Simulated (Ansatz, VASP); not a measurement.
# GaN: VASP beside Ansatz, part 2 of 2

Wanted: the spread between two codes on one cell, functional and k mesh. The structure shown comes from an earlier Ansatz run, which isn't shown and may have moved the atoms alone.

VASP 6.6.1 and Ansatz 0.2.0.

So far: The starting structure; Ansatz: elastic constants, r2SCAN.

### Step 3. VASP: elastic constants, r2SCAN

Level of this step: r2SCAN; plane waves and PAW (Ga_d, N) (VASP).

The same cell, functional, mesh and smearing now go to VASP, with its own data sets.

Lines of VASP's logs that name or quote its potential files are left out, and so is its time.

File INCAR:

```
SYSTEM = GaN
PREC = Accurate
ENCUT = 660
EDIFF = 1E-08
NELM = 120
ISMEAR = 0
SIGMA = 0.02
LREAL = .FALSE.
ALGO = Normal
METAGGA = R2SCAN
LASPH = .TRUE.
NBANDS = 24
LORBIT = 11
LWAVE = .FALSE.
LCHARG = .FALSE.
ISIF = 3
IBRION = 6
NFREE = 2
POTIM = 0.015
NSW = 1
GGA_COMPAT = .FALSE.
EFERMI = MIDGAP
LMIXTAU = .TRUE.
KPAR = 2
```

File POSCAR:

```
GaN
1.0
    3.1830773135      0.0000000000      0.0000000000
   -1.5915386567      2.7566258157      0.0000000000
    0.0000000000      0.0000000000      5.1836000676
Ga N
2 2
Direct
    0.3333333334      0.6666666668      0.0041117922
    0.6666666668      0.3333333334      0.5041117922
    0.3333333334      0.6666666668      0.3808882078
    0.6666666668      0.3333333334      0.8808882078
```

File KPOINTS:

```
Automatic mesh
0
Gamma
9 9 6
0 0 0
```

The projector-augmented-wave data sets are Ga_d and N (PBE family, release 64).

Command:

```
$ mpirun -np 2 vasp_std
```

Numbers of over 12 decimals in the logs are rounded to 6 here.

What it wrote:

```text
[banner, memory and clock lines left out]
running    2 mpi-ranks, on    1 nodes
 distrk:  each k-point on    1 cores,    2 groups
 distr:  one band on    1 cores,    1 groups

 POSCAR found type information on POSCAR GaN
 POSCAR found :  2 types and       4 ions
|                                                                             |
|               ----> ADVICE to this user running VASP <----                  |
|                                                                             |
|     You enforced a specific xc type in the INCAR file but a different       |
|     [... a line on the potential file left out ...]
|     I HOPE YOU KNOW WHAT YOU ARE DOING!                                     |
|                                                                             |

 LDA part: xc-table for (None), standard interpolation
 POSCAR, INCAR and KPOINTS ok, starting setup
 FFT: planning ... GRIDC
 FFT: planning ... GRID_SOFT
 FFT: planning ... GRID
 WAVECAR not read
 entering main loop
       N       E                     dE             d eps       ncg     rms          rms(c)
DAV:   1     0.283760087345E+03    0.28376E+03   -0.21234E+04  2472   0.329E+03
DAV:   2    -0.150068310690E+02   -0.29877E+03   -0.28567E+03  2520   0.590E+02
DAV:   3    -0.523292979877E+02   -0.37322E+02   -0.36843E+02  2696   0.164E+02
DAV:   4    -0.536436735800E+02   -0.13144E+01   -0.13110E+01  2968   0.342E+01
DAV:   5    -0.536662496235E+02   -0.22576E-01   -0.22568E-01  2768   0.392E+00    0.102E+01
DAV:   6    -0.449366173205E+02    0.87296E+01   -0.10185E+01  3928   0.549E+01    0.328E+00
DAV:   7    -0.432461601579E+02    0.16905E+01   -0.16953E+00  2416   0.112E+01    0.233E+00
DAV:   8    -0.460973348664E+02   -0.28512E+01   -0.18041E+00  3224   0.154E+01    0.219E+00
DAV:   9    -0.446870454138E+02    0.14103E+01   -0.66391E-01  2584   0.902E+00    0.596E-01
DAV:  10    -0.438069212664E+02    0.88012E+00   -0.26461E-01  2928   0.545E+00    0.179E-01
DAV:  11    -0.438203308328E+02   -0.13410E-01   -0.24327E-02  2632   0.152E+00    0.293E-01
DAV:  12    -0.438161272000E+02    0.42036E-02   -0.10511E-03  3704   0.448E-01    0.254E-01
DAV:  13    -0.438175296389E+02   -0.14024E-02   -0.42110E-03  3624   0.994E-01    0.186E-01
DAV:  14    -0.438208697579E+02   -0.33401E-02   -0.86338E-03  3400   0.139E+00    0.598E-01
[...]
DAV:  22    -0.438226275426E+02    0.36199E-06   -0.12551E-06  3920   0.148E-02    0.365E-03
DAV:  23    -0.438226278836E+02   -0.34092E-06   -0.34908E-07  3472   0.575E-03    0.124E-03
DAV:  24    -0.438226279059E+02   -0.22373E-07   -0.35037E-08  2376   0.170E-03    0.209E-04
DAV:  25    -0.438226280736E+02   -0.16771E-06   -0.15793E-09  1240   0.120E-03    0.141E-04
DAV:  26    -0.438226281145E+02   -0.40829E-07   -0.21856E-09  1232   0.132E-03    0.103E-04
DAV:  27    -0.438226281753E+02   -0.60859E-07   -0.18414E-09  1192   0.490E-04    0.917E-05
DAV:  28    -0.438226281490E+02    0.26311E-07   -0.22015E-10  1200   0.216E-04    0.493E-05
DAV:  29    -0.438226281541E+02   -0.50413E-08   -0.13082E-10  1168   0.102E-04
   1 F= -.43822628E+02 E0= -.43822628E+02  d E =0.000000E+00
[...]
16 F= -.43820137E+02 E0= -.43820137E+02  d E =0.000000E+00
[...]
17 F= -.43820119E+02 E0= -.43820119E+02  d E =0.000000E+00
[...]
18 F= -.43821039E+02 E0= -.43821039E+02  d E =0.000000E+00
[...]
19 F= -.43821039E+02 E0= -.43821039E+02  d E =0.000000E+00
[...]
20 F= -.43820543E+02 E0= -.43820543E+02  d E =0.000000E+00
 Finite differences progress:
  Degree of freedom:  10/ 10
  Displacement:        1/  2
  Total:              19/ 20
 bond charge predicted
       N       E                     dE             d eps       ncg     rms          rms(c)
DAV:   1    -0.438181326361E+02    0.24099E-02   -0.32135E+00  3112   0.101E+01    0.201E-01
DAV:   2    -0.438201956485E+02   -0.20630E-02   -0.53451E-02  3944   0.352E+00    0.128E-01
DAV:   3    -0.438194902897E+02    0.70536E-03   -0.42226E-03  3336   0.758E-01    0.538E-02
DAV:   4    -0.438202431613E+02   -0.75287E-03   -0.15690E-03  3088   0.586E-01    0.282E-02
DAV:   5    -0.438202776218E+02   -0.34461E-04   -0.48914E-04  3296   0.466E-01    0.146E-02
DAV:   6    -0.438204308984E+02   -0.15328E-03   -0.19000E-04  3072   0.162E-01    0.828E-03
DAV:   7    -0.438204722249E+02   -0.41326E-04   -0.25190E-05  3464   0.482E-02    0.211E-03
DAV:   8    -0.438204713949E+02    0.83000E-06   -0.23671E-06  3872   0.253E-02    0.982E-04
DAV:   9    -0.438204735581E+02   -0.21633E-05   -0.60582E-07  3160   0.850E-03    0.741E-04
DAV:  10    -0.438204726936E+02    0.86458E-06   -0.29720E-07  3120   0.582E-03    0.246E-04
DAV:  11    -0.438204731819E+02   -0.48834E-06   -0.57315E-08  3328   0.216E-03    0.981E-05
DAV:  12    -0.438204731712E+02    0.10653E-07   -0.44031E-09  2432   0.944E-04    0.595E-05
DAV:  13    -0.438204732935E+02   -0.12227E-06   -0.25829E-09  1864   0.767E-04    0.240E-05
DAV:  14    -0.438204732730E+02    0.20501E-07   -0.41543E-10  1608   0.549E-04    0.170E-05
DAV:  15    -0.438204732673E+02    0.56916E-08   -0.24859E-10  1592   0.189E-04
  21 F= -.43820473E+02 E0= -.43820473E+02  d E =0.000000E+00
 Finite differences progress:
  Degree of freedom:  10/ 10
  Displacement:        2/  2
  Total:              20/ 20
```

Parts of OUTCAR (step 3):

```text
ion  position               nearest neighbor table
   1  0.333  0.667  0.004-   4 1.95   4 1.95   4 1.95   3 1.95
   2  0.667  0.333  0.504-   3 1.95   3 1.95   3 1.95   4 1.95
   3  0.333  0.667  0.381-   2 1.95   2 1.95   2 1.95   1 1.95
   4  0.667  0.333  0.881-   1 1.95   1 1.95   1 1.95   2 1.95

  LATTYP: Found a hexagonal cell.
 ALAT       =     3.1830773135
 C/A-ratio  =     1.6284870134

 Subroutine GETGRP returns: Found 12 space group operations
 (whereof  6 operations were pure point group operations)

The static configuration has the point symmetry C_3v.
 The point group associated with its full space group is C_6v.

 Found     48 irreducible k-points:

   k-points           NKPTS =     48   k-points in BZ     NKDIM =     48   number of bands    NBANDS=     24

   dimension x,y,z NGX =    28 NGY =   28 NGZ =   48
   dimension x,y,z NGXF=    56 NGYF=   56 NGZF=   96

   ENCUT  =  660.0 eV  48.51 Ry    6.96 a.u.   6.67  6.67 10.86*2*pi/ulx,y,z

   NELECT =      36.0000    total number of electrons

 k-points in reciprocal lattice and weights: Automatic mesh
   0.00000000  0.00000000  0.00000000       0.002
   0.11111111 -0.00000000  0.00000000       0.012
   0.22222222  0.00000000  0.00000000       0.012
   0.33333333  0.00000000  0.00000000       0.012
   0.44444444  0.00000000  0.00000000       0.012
   0.11111111  0.11111111  0.00000000       0.012
   0.22222222  0.11111111  0.00000000       0.025
   0.33333333  0.11111111  0.00000000       0.025
   0.44444444  0.11111111  0.00000000       0.012
[...]
0.33333333  0.22222222  0.50000000       0.025
   0.33333333  0.33333333  0.50000000       0.004

 average (electrostatic) potential at core
       1 -68.2202       2 -68.2448       3 -64.8922       4 -64.8969

 E-fermi :   6.2766

 k-point     1 :       0.0000    0.0000    0.0000
  band No.  band energies     occupation
    ...
     14       4.0345      2.00000
     15       4.0345      2.00000
     16       5.0489      2.00000
     17       5.1097      2.00000
     18       5.1097      2.00000
     19       7.4435      0.00000
     20       9.9303      0.00000
     21      15.0523      0.00000
     22      15.6931      0.00000
     23      15.6931      0.00000
    ...

 k-point     2 :       0.1111   -0.0000    0.0000
  band No.  band energies     occupation
    ...
     14       3.1675      2.00000
     15       3.7774      2.00000
     16       4.1416      2.00000
     17       4.9228      2.00000
     18       4.9982      2.00000
     19       8.3278      0.00000
     20      10.6572      0.00000
     21      14.5644      0.00000
     22      15.0174      0.00000
     23      16.0138      0.00000
    ...

 k-point     3 :       0.2222    0.0000    0.0000
  band No.  band energies     occupation
    ...
     14       1.4505      2.00000
     15       2.5803      2.00000
     16       3.2079      2.00000
     17       4.5118      2.00000
     18       4.6944      2.00000
     19       9.6073      0.00000
     20      11.6017      0.00000
     21      13.3062      0.00000
     22      14.4122      0.00000
     23      16.0613      0.00000
    ...

[...]
...
     14       2.1093      2.00000
     15       2.6877      2.00000
     16       3.5428      2.00000
     17       4.6562      2.00000
     18       4.6631      2.00000
     19       9.3382      0.00000
     20      11.6346      0.00000
     21      13.9426      0.00000
     22      13.9847      0.00000
     23      16.3844      0.00000
    ...

  Total        0.2213000      0.2213000      0.4572804      0.0000000      0.0000000      0.0000000
  in kB        7.7953475      7.7953475     16.1078165      0.0000000      0.0000000      0.0000000
  external PRESSURE =      10.5661705 kB  Pullay stress =       0.0000000 kB

  energy-cutoff  :      660.00
  volume of cell :       45.48
      direct lattice vectors                 reciprocal lattice vectors
     3.183077314  0.000000000  0.000000000     0.314161392  0.181381164  0.000000000
    -1.591538657  2.756625816  0.000000000     0.000000000  0.362762329  0.000000000
     0.000000000  0.000000000  5.183600068     0.000000000  0.000000000  0.192916118

 POSITION                                       TOTAL-FORCE (eV/Angst)
 -----------------------------------------------------------------------------------
      0.00000      1.83775      0.02131        -0.000000     -0.000000     -0.109794
      1.59154      0.91888      2.61311        -0.000000      0.000000     -0.078645
      0.00000      1.83775      1.95937         0.000000     -0.000000      0.287528
      1.59154      0.91888      4.56617         0.000000     -0.000000     -0.099088
 -----------------------------------------------------------------------------------
    total drift:                                0.000000      0.000001      0.009400

  FREE ENERGIE OF THE ION-ELECTRON SYSTEM (eV)
  ---------------------------------------------------
  free  energy   TOTEN  =       -43.8204732673 eV

  energy  without entropy=      -43.8204732673  energy(sigma->0) =      -43.82047327

  SYMMETRIZED ELASTIC MODULI (kBar)
 Direction    XX          YY          ZZ          XY          YZ          ZX
 --------------------------------------------------------------------------------
 XX        4290.0853   1061.4666    655.4919      0.0000      0.0000      0.0000
 YY        1061.4666   4290.0853    655.4919      0.0000      0.0000      0.0000
 ZZ         655.4919    655.4919   4717.1284      0.0000      0.0000      0.0000
 XY           0.0000      0.0000      0.0000   1614.3094     -0.0000      0.0000
 YZ          -0.0000     -0.0000      0.0000     -0.0000   1145.0103      0.0000
 ZX           0.0000      0.0000      0.0000      0.0000      0.0000   1145.0434
 --------------------------------------------------------------------------------

 Eigenvectors and eigenvalues of the dynamical matrix
 ----------------------------------------------------

   1 f  =   21.016646 THz   132.051481 2PiTHz  701.039849 cm-1    86.917825 meV
             X         Y         Z           dx          dy          dz
      0.000000  1.837751  0.021314     0.000000    0.000000    0.028473
      1.591539  0.918875  2.613114     0.000000    0.000000   -0.028473
      0.000000  1.837751  1.974372     0.000000    0.000000   -0.706533
      1.591539  0.918875  4.566172    -0.000000   -0.000000    0.706533

   2 f  =   17.050822 THz   107.133473 2PiTHz  568.754196 cm-1    70.516501 meV
             X         Y         Z           dx          dy          dz
      0.000000  1.837751  0.021314     0.172367    0.169216   -0.000000
      1.591539  0.918875  2.613114    -0.172367   -0.169216    0.000000
      0.000000  1.837751  1.974372     0.474238    0.465569   -0.000000
      1.591539  0.918875  4.566172    -0.474238   -0.465569   -0.000000

   3 f  =   17.050822 THz   107.133473 2PiTHz  568.754196 cm-1    70.516501 meV
             X         Y         Z           dx          dy          dz
      0.000000  1.837751  0.021314    -0.169216    0.172367    0.000000
      1.591539  0.918875  2.613114     0.169216   -0.172367    0.000000
      0.000000  1.837751  1.974372    -0.465569    0.474238   -0.000000
      1.591539  0.918875  4.566172     0.465569   -0.474238   -0.000000

   4 f  =   16.746662 THz   105.222382 2PiTHz  558.608523 cm-1    69.258599 meV
             X         Y         Z           dx          dy          dz
      0.000000  1.837751  0.021314    -0.205860   -0.202093   -0.000000
      1.591539  0.918875  2.613114    -0.205860   -0.202093   -0.000000
      0.000000  1.837751  1.974372     0.460693    0.452263    0.000000
      1.591539  0.918875  4.566172     0.460693    0.452263    0.000000

   5 f  =   16.746662 THz   105.222382 2PiTHz  558.608523 cm-1    69.258599 meV
             X         Y         Z           dx          dy          dz
      0.000000  1.837751  0.021314    -0.202093    0.205860    0.000000
      1.591539  0.918875  2.613114    -0.202093    0.205860    0.000000
      0.000000  1.837751  1.974372     0.452263   -0.460693   -0.000000
      1.591539  0.918875  4.566172     0.452263   -0.460693   -0.000000

   6 f  =   16.073375 THz   100.991996 2PiTHz  536.150092 cm-1    66.474109 meV
             X         Y         Z           dx          dy          dz
      0.000000  1.837751  0.021314    -0.000000   -0.000000    0.294411
      1.591539  0.918875  2.613114    -0.000000   -0.000000    0.294411
      0.000000  1.837751  1.974372     0.000000    0.000000   -0.642901
      1.591539  0.918875  4.566172     0.000000    0.000000   -0.642901

   7 f  =   10.322950 THz    64.861010 2PiTHz  344.336560 cm-1    42.692273 meV
             X         Y         Z           dx          dy          dz
      0.000000  1.837751  0.021314     0.000000    0.000000    0.706533
      1.591539  0.918875  2.613114     0.000000    0.000000   -0.706533
      0.000000  1.837751  1.974372     0.000000    0.000000    0.028473
      1.591539  0.918875  4.566172    -0.000000   -0.000000   -0.028473

   8 f  =    4.192822 THz    26.344278 2PiTHz  139.857492 cm-1    17.340111 meV
             X         Y         Z           dx          dy          dz
      0.000000  1.837751  0.021314    -0.474244   -0.465563    0.000000
      1.591539  0.918875  2.613114     0.474244    0.465563   -0.000000
      0.000000  1.837751  1.974372     0.172369    0.169213    0.000000
      1.591539  0.918875  4.566172    -0.172369   -0.169213   -0.000000

   9 f  =    4.192822 THz    26.344278 2PiTHz  139.857492 cm-1    17.340111 meV
             X         Y         Z           dx          dy          dz
      0.000000  1.837751  0.021314    -0.465563    0.474244    0.000000
      1.591539  0.918875  2.613114     0.465563   -0.474244    0.000000
      0.000000  1.837751  1.974372     0.169213   -0.172369   -0.000000
      1.591539  0.918875  4.566172    -0.169213    0.172369    0.000000

  10 f/i=    0.017689 THz     0.111141 2PiTHz    0.590028 cm-1     0.073154 meV
             X         Y         Z           dx          dy          dz
      0.000000  1.837751  0.021314    -0.577798    0.287974    0.000000
      1.591539  0.918875  2.613114    -0.577798    0.287974    0.000000
      0.000000  1.837751  1.974372    -0.258189    0.128681    0.000000
      1.591539  0.918875  4.566172    -0.258189    0.128681    0.000000

  11 f/i=    0.017689 THz     0.111141 2PiTHz    0.590028 cm-1     0.073154 meV
             X         Y         Z           dx          dy          dz
      0.000000  1.837751  0.021314     0.287974    0.577798   -0.000000
      1.591539  0.918875  2.613114     0.287974    0.577798   -0.000000
      0.000000  1.837751  1.974372     0.128681    0.258189   -0.000000
      1.591539  0.918875  4.566172     0.128681    0.258189   -0.000000

  12 f/i=    0.131012 THz     0.823174 2PiTHz    4.370096 cm-1     0.541823 meV
             X         Y         Z           dx          dy          dz
      0.000000  1.837751  0.021314     0.000000   -0.000000    0.642901
      1.591539  0.918875  2.613114     0.000000   -0.000000    0.642901
      0.000000  1.837751  1.974372     0.000000   -0.000000    0.294411
      1.591539  0.918875  4.566172     0.000000   -0.000000    0.294411

 ELASTIC MODULI CONTR FROM IONIC RELAXATION (kBar)
 Direction    XX          YY          ZZ          XY          YZ          ZX
 --------------------------------------------------------------------------------
 XX        -650.3159    311.4328    320.9102     -0.0000     -0.0000     -0.0000
 YY         311.4328   -650.3159    320.9102     -0.0000      0.0000      0.0000
 ZZ         320.9102    320.9102   -607.7810      0.0000     -0.0000      0.0000
 XY          -0.0000     -0.0000      0.0000   -480.8743     -0.0000     -0.0000
 YZ          -0.0000      0.0000     -0.0000     -0.0000   -170.3283     -0.0000
 ZX          -0.0000      0.0000      0.0000     -0.0000     -0.0000   -170.3480
 --------------------------------------------------------------------------------

 TOTAL ELASTIC MODULI (kBar)
 Direction    XX          YY          ZZ          XY          YZ          ZX
 --------------------------------------------------------------------------------
 XX        3639.7694   1372.8994    976.4021      0.0000     -0.0000     -0.0000
 YY        1372.8994   3639.7694    976.4021      0.0000      0.0000      0.0000
 ZZ         976.4021    976.4021   4109.3474      0.0000     -0.0000      0.0000
 XY           0.0000      0.0000      0.0000   1133.4350     -0.0000     -0.0000
 YZ          -0.0000      0.0000     -0.0000     -0.0000    974.6820      0.0000
 ZX          -0.0000      0.0000      0.0000     -0.0000      0.0000    974.6954
 --------------------------------------------------------------------------------

 total charge
# of ion       s       p       d       tot
------------------------------------------
    1        0.755   0.882  10.194  11.831
    2        0.755   0.882  10.194  11.831
    3        1.229   2.544   0.000   3.773
    4        1.229   2.544   0.000   3.773
--------------------------------------------------
tot          3.967   6.852  20.389  31.208
```

Levels, forces or a CONTCAR printed for this step are those of its last displaced cell, not of the structure at rest.

### Step 4. Differences

Known differences besides the potentials themselves: VASP keeps PBE cores, Ansatz makes them for the functional; the cutoff is 500 eV in Ansatz and 660 eV in VASP; VASP takes each elastic constant from one size of strain, Ansatz from those that its log lists. Total energies have different zeros and are not compared.

The two programs side by side:

```
 quantity  Ansatz   VASP  difference
C11 (GPa)   363.0  364.0     -0.26 %
C22 (GPa)   363.0  364.0     -0.26 %
C33 (GPa)   400.7  410.9     -2.48 %
C12 (GPa)   132.7  137.3     -3.33 %
C13 (GPa)    94.9   97.6     -2.77 %
C23 (GPa)    94.9   97.6     -2.77 %
C44 (GPa)    98.0   97.5     +0.54 %
C55 (GPa)    98.0   97.5     +0.54 %
C66 (GPa)   115.2  113.3     +1.60 %
```

### Step 5. Summary of results

```yaml
difference_in_c12_elastic_constants_r2scan: -3.3 %
```

In words: The difference in C12 is -3.3 % (elastic constants, r2SCAN), within the 5 % picked in this series as the mark of a large difference. How closely two codes agree says nothing of how well the functional describes the real material.

[Lines on the potential files, build, host, timing and source positions are cut from VASP's logs without a mark.]

[Logs are printed without paths, hosts, clocks, repeated set-up lines and the standing remarks that a program may print on its own settings, such as how far it seeks lower states.]

[Hosts, paths, dates, database ids (printed as entryN), source tags and the programs' standing remarks are cut or masked in the printed files.]
